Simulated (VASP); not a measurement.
# InP (F-43m) in VASP: notebook, part 2 of 2

VASP 6.6.1.

### Step 3. Relaxation of cell and atoms, revPBE+D3(BJ)

This run uses another cell than the first one, of 25.17 Å³/atom.

The input, INCAR:

```
PREC = Accurate ; ENCUT = 600
EDIFF = 1E-6 ; ISMEAR = -1
SIGMA = 0.05 ; LREAL = False
LASPH = True ; NELM = 60
ALGO = Normal ; ISIF = 3
LWAVE = False ; LCHARG = False
GGA = RE ; IVDW = 12
IBRION = 2 ; NSW = 60
EDIFFG = -0.01
```

The input, KPOINTS:

```
Automatic mesh
0
Gamma
  8 8 8
```

The input, POSCAR:

```
InP
1.0
    0.0000000000      2.9305000000      2.9305000000
    2.9305000000      0.0000000000      2.9305000000
    2.9305000000      2.9305000000      0.0000000000
In P
1 1
Direct
    0.0000000000      0.0000000000      0.0000000000
    0.7500000000      0.7500000000      0.7500000000
```

Potentials or basis: VASP PAW PBE potentials, release 64 (In_d, P).

Launch:

```
> cat potpaw_PBE.64/In_d/POTCAR potpaw_PBE.64/P/POTCAR > POTCAR
> mpirun -np 1 vasp_std > vasp.out
```

It took 91 s on 1 thread of Intel Xeon 8259CL, shared host; peak memory 0.23 GiB.

Results (log left out):

* Free energy: -8.9689 eV
* Relaxed volume: 25.28 Å³/atom
* Relaxed cell: a = 4.151 Å, b = 4.151 Å, c = 4.151 Å, α = 60.00°, β = 60.00°, γ = 60.00°
* Space group after relaxing (to 0.1 Å): F-43m (No. 216)
* Energy gained by relaxing: 0.1 meV/atom
* Ionic steps: 3
* Pressure after relaxing: 0.0 GPa
* Band gap on the k mesh: 0.78 eV
* Dispersion energy per atom: -0.586 eV

The path:
```
step  energy change (eV)  largest force (eV/Å)  pressure (GPa)  volume (Å³)
   1              0.0000                0.0000            0.30        50.33
   2             -0.0002                0.0000           -0.15        50.68
   3             -0.0002                0.0000           -0.01        50.57
```

Final structure:
```cif
data_structure
_symmetry_space_group_name_H-M 'P 1'
_symmetry_Int_Tables_number 1
_cell_length_a 4.1508
_cell_length_b 4.1508
_cell_length_c 4.1508
_cell_angle_alpha 60.000
_cell_angle_beta 60.000
_cell_angle_gamma 60.000
_cell_volume 50.57
loop_
_atom_site_label
_atom_site_type_symbol
_atom_site_fract_x
_atom_site_fract_y
_atom_site_fract_z
_atom_site_occupancy
In1 In 0.00000 0.00000 0.00000 1
P1 P 0.75000 0.75000 0.75000 1
```

Levels at points of the mesh, in eV from the valence-band top:
| k point | band 6 | band 7 | band 8 | band 9 | band 10 | band 11 | band 12 | band 13 |
| --- | --- | --- | --- | --- | --- | --- | --- | --- |
| (0.00, 0.00, 0.00) | -11.46 | 0.00 | 0.00 | 0.00 | 0.78 | 4.12 | 4.12 | 4.12 |
| (0.50, 0.00, 0.00) | -9.76 | -5.67 | -0.96 | -0.96 | 1.56 | 4.84 | 4.84 | 7.21 |
| (0.50, 0.50, 0.00) | -9.12 | -5.69 | -2.29 | -2.29 | 1.86 | 2.33 | 9.29 | 9.61 |

Caveat: the PAW data sets were made with another functional, which shifts forces and pressure a little; spin-orbit coupling is left out, which moves the levels of the heavy elements. Zero-point motion and thermal expansion aren't in these numbers.

### Step 4. Relaxation of cell and atoms, revPBE+D4

This run uses another cell than the first one, of 25.17 Å³/atom.

The input, INCAR:

```
SYSTEM = InP
  ALGO = Normal
  EDIFF = 1E-7
  EDIFFG = -0.01
  ENCUT = 600
  GGA = RE
  IBRION = 2
  ISIF = 3
  ISMEAR = -1
  IVDW = 13
  LASPH = .TRUE.
  LCHARG = .FALSE.
  LREAL = .FALSE.
  LWAVE = .FALSE.
  NELM = 60
  NSW = 60
  PREC = Accurate
  SIGMA = 0.05
```

The input, KPOINTS:

```
k-points
0
G
  8 8 8
  0 0 0
```

POSCAR is that of step 3.

Launch:

```
> cat potpaw_PBE.64/In_d/POTCAR potpaw_PBE.64/P/POTCAR > POTCAR
> mpirun -np 1 vasp_std > vasp.out
```

Wall time 1.9 min (1 thread of Intel Xeon 8259CL, shared host); peak memory 0.22 GiB.

The run converged. Its results:

* Free energy: -8.8670 eV
* Relaxed volume: 25.43 Å³/atom
* Relaxed cell: a = 4.159 Å, b = 4.159 Å, c = 4.159 Å, α = 60.00°, β = 60.00°, γ = 60.00°
* Space group after relaxing (to 0.1 Å): F-43m (No. 216)
* Energy gained by relaxing: 0.6 meV/atom
* Ionic steps: 3
* Pressure after relaxing: 0.0 GPa
* Band gap on the k mesh: 0.75 eV
* Dispersion energy per atom: -0.531 eV

The path:
| step | energy change (eV) | largest force (eV/Å) | pressure (GPa) | volume (Å³) |
| --- | --- | --- | --- | --- |
| 1 | 0.0000 | 0.0000 | 0.70 | 50.33 |
| 2 | -0.0008 | 0.0000 | -0.35 | 51.14 |
| 3 | -0.0011 | 0.0000 | 0.01 | 50.86 |

Final structure:
```
CELL_PARAMETERS angstrom
0.00000 2.94068 2.94068
2.94068 0.00000 2.94068
2.94068 2.94068 0.00000
ATOMIC_POSITIONS crystal
In 0.00000 0.00000 0.00000
P 0.75000 0.75000 0.75000
```

Levels at points of the mesh, in eV from the valence-band top:
| k point | band 5 | band 6 | band 7 | band 8 | band 9 | band 10 | band 11 | band 12 | band 13 |
| --- | --- | --- | --- | --- | --- | --- | --- | --- | --- |
| (0.00, 0.00, 0.00) | -14.03 | -11.42 | 0.00 | 0.00 | 0.00 | 0.75 | 4.12 | 4.12 | 4.12 |
| (0.50, 0.00, 0.00) | -14.02 | -9.74 | -5.63 | -0.95 | -0.95 | 1.55 | 4.84 | 4.84 | 7.20 |
| (0.50, 0.50, 0.00) | -14.00 | -9.10 | -5.67 | -2.27 | -2.27 | 1.87 | 2.33 | 9.26 | 9.58 |

Caveat: the PAW data sets were made with another functional, which shifts forces and pressure a little; spin-orbit coupling is left out, which moves the levels of the heavy elements.

### Step 5. Relaxation of cell and atoms, PBEsol+D3(BJ)

This run uses another cell than the first one, of 25.17 Å³/atom.

The input, INCAR:

```
SYSTEM = InP
  ALGO = Normal
  EDIFF = 1E-6
  EDIFFG = -0.01
  ENCUT = 600
  GGA = PS
  IBRION = 2
  ISIF = 3
  ISMEAR = -1
  IVDW = 12
  LASPH = .True.
  LCHARG = .False.
  LREAL = .False.
  LWAVE = .False.
  NELM = 100
  NSW = 60
  PREC = Accurate
  SIGMA = 0.05
```

The input, KPOINTS:

```
k-points
0
Gamma
  8 8 8
  0 0 0
```

POSCAR is that of step 4.

Launch:

```
> cat potpaw_PBE.64/In_d/POTCAR potpaw_PBE.64/P/POTCAR > POTCAR
> mpirun -np 1 vasp_std > vasp.out
```

Wall time 87 s (1 thread of Intel Xeon 8259CL, shared host); peak memory 0.24 GiB.

Results (log left out):

| Quantity | Value |
| --- | --- |
| Free energy | -9.7549 eV |
| Relaxed volume | 24.70 Å³/atom |
| Relaxed cell | a = 4.119 Å, b = 4.119 Å, c = 4.119 Å, α = 60.00°, β = 60.00°, γ = 60.00° |
| Space group after relaxing (to 0.1 Å) | F-43m (No. 216) |
| Energy gained by relaxing | 1.9 meV/atom |
| Ionic steps | 3 |
| Pressure after relaxing | 0.0 GPa |
| Band gap on the k mesh | 0.71 eV |
| Dispersion energy per atom | -0.304 eV |

The path:
```
step  energy change (eV)  largest force (eV/Å)  pressure (GPa)  volume (Å³)
   1              0.0000                0.0000           -1.29        50.33
   2             -0.0025                0.0000            0.81        48.87
   3             -0.0038                0.0000            0.02        49.40
```

Final structure:
```
In P
1.0
     0.00000    2.91231    2.91231
     2.91231    0.00000    2.91231
     2.91231    2.91231    0.00000
In P
1 1
Direct
  0.00000 0.00000 0.00000
  0.75000 0.75000 0.75000
```

Levels at points of the mesh, in eV from the valence-band top:
```tsv
k point	band 7	band 8	band 9	band 10	band 11	band 12
(0.00, 0.00, 0.00)	0.00	0.00	0.00	0.71	4.01	4.01
(0.50, 0.00, 0.00)	-5.90	-1.01	-1.01	1.44	4.74	4.74
(0.50, 0.50, 0.00)	-5.90	-2.42	-2.42	1.60	2.16	9.21
```

Caveat: the PAW data sets were made with another functional, which shifts forces and pressure a little; spin-orbit coupling is left out, which moves the levels of the heavy elements.

### Step 6. Relaxation of cell and atoms, r2SCAN+D4

This run uses another cell than the first one, of 25.17 Å³/atom.

POSCAR is that of step 5.

The input, INCAR.step1:

```
  PREC = Accurate
  ENCUT = 600
  ISMEAR = -1
  SIGMA = 0.05
  LREAL = False
  LASPH = True
  NELM = 60
  GGA = PE
  ALGO = Normal
  EDIFF = 1E-4
  LWAVE = True
  LCHARG = False
```

The input, INCAR.step2:

```
  PREC = Accurate
  ENCUT = 600
  EDIFF = 1E-6
  ISMEAR = -1
  SIGMA = 0.05
  LREAL = False
  LASPH = True
  NELM = 60
  ALGO = Normal
  ISIF = 3
  LWAVE = False
  LCHARG = False
  METAGGA = R2SCAN
  LMIXTAU = True
  IVDW = 13
  VDW_S6 = 1.0
  VDW_S8 = 0.6018749
  VDW_A1 = 0.51559235
  VDW_A2 = 5.77342911
  IBRION = 2
  NSW = 60
  EDIFFG = -0.01
  ISTART = 1
```

The input, KPOINTS:

```
regular mesh
0
Gamma
  8 8 8
```

Potentials or basis: VASP PAW PBE potentials, release 64 (In_d, P).

Launch:

```
> cat potpaw_PBE.64/In_d/POTCAR potpaw_PBE.64/P/POTCAR > POTCAR
> cp INCAR.step1 INCAR
> mpirun -np 1 vasp_std > vasp.out
> cp INCAR.step2 INCAR
> mpirun -np 1 vasp_std > vasp.out
```

Wall time 3.7 min (1 thread of AMD EPYC 9R45 (Zen 5), shared host); peak memory 0.21 GiB.

It converged, with:

```yaml
Free_energy: -32.5328 eV
Relaxed_volume: 25.48 Å³/atom
Relaxed_cell: a = 4.162 Å, b = 4.162 Å, c = 4.162 Å, α = 60.00°, β = 60.00°, γ = 60.00°
Space_group_after_relaxing_to_0.1_Å: F-43m (No. 216)
Energy_gained_by_relaxing: 0.9 meV/atom
Ionic_steps: 3
Pressure_after_relaxing: 0.0 GPa
Band_gap_on_the_k_mesh: 1.10 eV
Dispersion_energy_per_atom: -0.118 eV
```

The path:
| step | energy change (eV) | largest force (eV/Å) | pressure (GPa) | volume (Å³) |
| --- | --- | --- | --- | --- |
| 1 | 0.0000 | 0.0000 | 0.89 | 50.33 |
| 2 | -0.0011 | 0.0000 | -0.53 | 51.36 |
| 3 | -0.0017 | 0.0000 | 0.00 | 50.96 |

Final structure:
```xyz
2
Lattice="0.0000 2.9427 2.9427 2.9427 0.0000 2.9427 2.9427 2.9427 0.0000" Properties=species:S:1:pos:R:3 pbc="T T T"
In    0.0000    0.0000    0.0000
P     4.4140    4.4140    4.4140
```

Levels at points of the mesh, in eV from the valence-band top:
| k point | band 5 | band 6 | band 7 | band 8 | band 9 | band 10 | band 11 | band 12 | band 13 |
| --- | --- | --- | --- | --- | --- | --- | --- | --- | --- |
| (0.00, 0.00, 0.00) | -14.46 | -11.91 | 0.00 | 0.00 | 0.00 | 1.10 | 4.44 | 4.44 | 4.44 |
| (0.50, 0.00, 0.00) | -14.45 | -10.15 | -5.81 | -0.99 | -0.99 | 1.83 | 5.16 | 5.16 | 7.52 |
| (0.50, 0.50, 0.00) | -14.42 | -9.48 | -5.82 | -2.37 | -2.37 | 2.03 | 2.55 | 9.80 | 10.23 |

Caveat: the PAW data sets were made with another functional, which shifts forces and pressure a little; spin-orbit coupling is left out, which moves the levels of the heavy elements. r2SCAN opens gaps a little over a GGA but as a rule still falls short of measured ones.

### Step 7. The runs side by side

| task | level | cell | cutoff (eV) | gap on the mesh (eV) | pressure (GPa) | relaxed volume (Å³/atom) |
| --- | --- | --- | --- | --- | --- | --- |
| single point | revPBE+D4 | a = 4.160 Å, angles 60.0°, 2 atoms | 520 | 0.75 | -0.1 | - |
| relaxation of cell and atoms | revPBE+D3(BJ) | relaxed from a = 4.144 Å, angles 60.0°, 2 atoms | 600 | 0.78 | 0.0 | 25.28 |
| relaxation of cell and atoms | revPBE+D4 | relaxed from a = 4.144 Å, angles 60.0°, 2 atoms | 600 | 0.75 | 0.0 | 25.43 |
| relaxation of cell and atoms | PBEsol+D3(BJ) | relaxed from a = 4.144 Å, angles 60.0°, 2 atoms | 600 | 0.71 | 0.0 | 24.70 |
| relaxation of cell and atoms | r2SCAN+D4 | relaxed from a = 4.144 Å, angles 60.0°, 2 atoms | 600 | 1.10 | 0.0 | 25.48 |

Alike in all rows: potentials or basis VASP PAW PBE potentials, release 64 (In_d, P); no spin polarisation; k mesh 8 × 8 × 8; smearing fermi-dirac 0.05 eV.

Caveats: the PAW data sets were made with another functional, which shifts forces and pressure a little; spin-orbit coupling is left out, which moves the levels of the heavy elements.

Absolute energies hang on the potentials; compare differences alone.

### Step 8. Comparison with measurements

Step 2. A measured gap of InP is 1.4236 eV (direct; 1.6 K; a printed reference work, data compilation); the calculated 0.75 eV misses it by -0.67 eV. Spin-orbit coupling on In is left out. The value is that of revPBE+D4, without temperature or zero-point motion. Semilocal functionals fall short of measured gaps as a rule.
